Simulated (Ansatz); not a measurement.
# AlGaN2: straining the crystal, uniaxial strain along a

One table from this session's results is given with a row withheld; the runs are named, their logs left out.

Program: Ansatz 0.2.0. Level of theory: DFT r2SCAN, scalar-relativistic, plane waves, PAW. These are calculated values, not measurements.

2 further runs of the same task are left out: 2 set aside as unsound or not needed.

### The system as given

The structure is tetragonal, space group P-4m2 (No. 115). The conventional cell has a = 3.139 Å, b = 3.139 Å, c = 4.422 Å, α = 90.00°, β = 90.00°, γ = 90.00°. Al (site symmetry -4m2) is surrounded by 4 N at 1.89 Å. Around Ga (site symmetry -4m2) lie 4 N at 1.95 Å. Around N (site symmetry 2mm) lie 2 Al at 1.89 Å and 2 Ga at 1.95 Å.

Structure file:

```cif
data_structure
_symmetry_space_group_name_H-M 'P-4m2'
_symmetry_Int_Tables_number 115
_cell_length_a 3.1385
_cell_length_b 3.1385
_cell_length_c 4.4224
_cell_angle_alpha 90.000
_cell_angle_beta 90.000
_cell_angle_gamma 90.000
_cell_volume 43.56
loop_
_atom_site_label
_atom_site_type_symbol
_atom_site_symmetry_multiplicity
_atom_site_Wyckoff_symbol
_atom_site_fract_x
_atom_site_fract_y
_atom_site_fract_z
_atom_site_occupancy
Al1 Al 1 c 0.50000 0.50000 0.50000 1
Ga1 Ga 1 a 0.00000 0.00000 0.00000 1
N1 N 2 g 0.50000 0.00000 0.73908 1
```

It goes back to an entry of the Materials Project, which need not be the stable form.

It is the result of an earlier relaxation at this level (volume 10.89 Å³/atom; gap on the mesh: 3.37 eV).

The unstrained cell was computed beforehand with the same settings: E(σ→0) = -5104.8080 eV for 4 atoms, gap 3.37 eV over the zone.

Set-up of the first run:

input.yaml

```yaml
crystal:
  lattice:
    - [3.0757558967, 0.0, 0.0]
    - [0.0, 3.1542190573, 0.0]
    - [0.0, 0.0, 4.4444685234]
  atoms:
    - { symbol: Al, position: [0.5, 0.5, 0.5] }
    - { symbol: Ga, position: [0.0, 0.0, 0.0] }
    - { symbol: "N", position: [0.5, 0.0, 0.7390831718] }
    - { symbol: "N", position: [0.0, 0.5, 0.2609168282] }
basis:
  ecutwfc: 500
kpoints:
  mp_grid: { grid: [8, 8, 6] }
hamiltonian:
  xc: r2scan
scf:
  occupations: { method: gaussian, width: 0.02 }
output:
  forces: true
  stress: true
  eigenvalues: true
relax:
  adjacent_minimum: "off"
  f_tol: 0.008
  max_steps: 40
  cell: { stress_tol: 0.015, fix: [a, angles] }
```

On the command line:

```bash
ansatz run input.yaml --threads 1 --pin off --max-ram 2560MiB --backend cpu --events-out ev --progress --plain --runs-dir out
```

Among the steps run: At -2.0 %; Seeking the band edges at -2.0 %; At +2.0 %; Seeking the band edges at +2.0 %; Strain -4.0 %; Band edges over the zone at -4.0 %; Strain +4.0 %; Seeking the band edges at +4.0 %; The cell strained by -6.0 %; Seeking the band edges at -6.0 %; The cell strained by +6.0 %; Band edges over the zone at +6.0 %.

One table of the session follows, with a row left open; its other results are not shown here.

It belongs to the step «Energy, stress and gap against strain». Lengths are those of the vectors of the cell that was run; stresses in GPa:

| strain (%) | ΔE (meV/atom) | a (Å) | b (Å) | c (Å) |
| --- | --- | --- | --- | --- |
| -6.0 | 43.9 | 2.950 | 3.121 | 4.568 |
| -4.0 | 18.7 | 3.013 | 3.126 | 4.522 |
| -2.0 | 4.5 | 3.076 | 3.132 | 4.474 |
| +0.0 | 0.0 | 3.139 | 3.139 | 4.422 |
| +2.0 | ? | ? | ? | ? |
| +4.0 | 15.9 | 3.264 | 3.153 | 4.311 |
| +6.0 | 34.3 | 3.327 | 3.162 | 4.251 |

**Question.** Estimate the row for strain (%) = +2.0.

Worked estimate for «ΔE (meV/atom)». A straight line through the neighbours (0.0, 0.0) and (4.0, 15.9) gives 0.0 + (15.9 − 0.0) × (2.0 − 0.0) / (4.0 − 0.0) = 8.0; a parabola fitted to 4 rows on both sides gives 4.1.

As computed: ΔE (meV/atom): 4.2; a (Å): 3.201; b (Å): 3.146; c (Å): 4.368. In «ΔE (meV/atom)» the line misses by +3.8 and the parabola by -0.1.

ΔE is over the unstrained cell. Stress in GPa, positive in compression, on the Cartesian axes of the input.
